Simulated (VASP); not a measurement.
A run of VASP 6.6.1:

Contents of INCAR:

```
  PREC = Accurate
  ENCUT = 520
  EDIFF = 1E-8
  ISMEAR = -1
  SIGMA = 0.02
  LREAL = False
  LASPH = True
  NELM = 100
  ALGO = Normal
  ISIF = 2
  LWAVE = False
  LCHARG = False
  GGA = PE
  LEFG = True
  NBANDS = 11
```

File KPOINTS:

```
Automatic mesh
0
Gamma
  8 8 8
```

File POSCAR:

```
MgSe
1.0
   -0.0408825000      2.7255000000      2.7255000000
    2.7255000000     -0.0408825000      2.7255000000
    2.6846175000      2.6846175000      0.0000000000
Mg Se
1 1
Direct
    0.0000000000      0.0000000000      0.0000000000
    0.5000000000      0.5000000000      0.5000000000
```

Potentials or basis: VASP PAW PBE potentials, release 64 (Mg, Se).

Command:

```console
$ cat potpaw_PBE.64/Mg/POTCAR potpaw_PBE.64/Se/POTCAR > POTCAR
$ mpirun -np 1 vasp_std > vasp.out
```

Hardware: 1 thread of Intel(R) Xeon(R) Platinum 8375C CPU @ 2.90GHz (Ice Lake), with other jobs on the host.

Problem. Estimate the wall time of this run.

Solution. It took 31 s on 1 thread of Intel(R) Xeon(R) Platinum 8375C CPU @ 2.90GHz (Ice Lake), with other jobs on the host, peak memory 0.19 GiB. Counts: scf iterations 14, k points 95.
